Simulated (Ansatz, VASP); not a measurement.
KZnF3 in VASP and in Ansatz

```
CELL_PARAMETERS angstrom
4.12756 0.00000 0.00000
0.00000 4.12756 0.00000
0.00000 0.00000 4.12756
ATOMIC_POSITIONS crystal
K 0.00000 0.00000 0.00000
Zn 0.50000 0.50000 0.50000
F 0.50000 0.50000 0.00000
F 0.00000 0.50000 0.50000
F 0.50000 0.00000 0.50000
```

Alike in both runs: task single point; functional r2SCAN; k mesh 6 × 6 × 6; occupations gaussian, width 0.02 eV; no spin polarisation.

```csv
,VASP,Ansatz
version,VASP 6.6.1,Ansatz 0.2.0
potentials or method,"VASP PAW PBE potentials, release 64 (K_sv, Zn, F)","scalar-relativistic, plane waves, PAW"
plane-wave cutoff (eV),520,500
valence electrons in the cell,42,42
```

Ansatz gave:

- gap on the k mesh at the Fermi level (eV): 4.48
- least direct gap on the mesh (eV): 6.10
- pressure (GPa): -4.4

Q: Estimate VASP's values.

A: gap on the k mesh at the Fermi level (eV): 4.43; least direct gap on the mesh (eV): 6.08; pressure (GPa): -4.3.

Caveats: the PAW data sets were made with another functional, which shifts forces and pressure a little (VASP). A k mesh can miss the band edges.
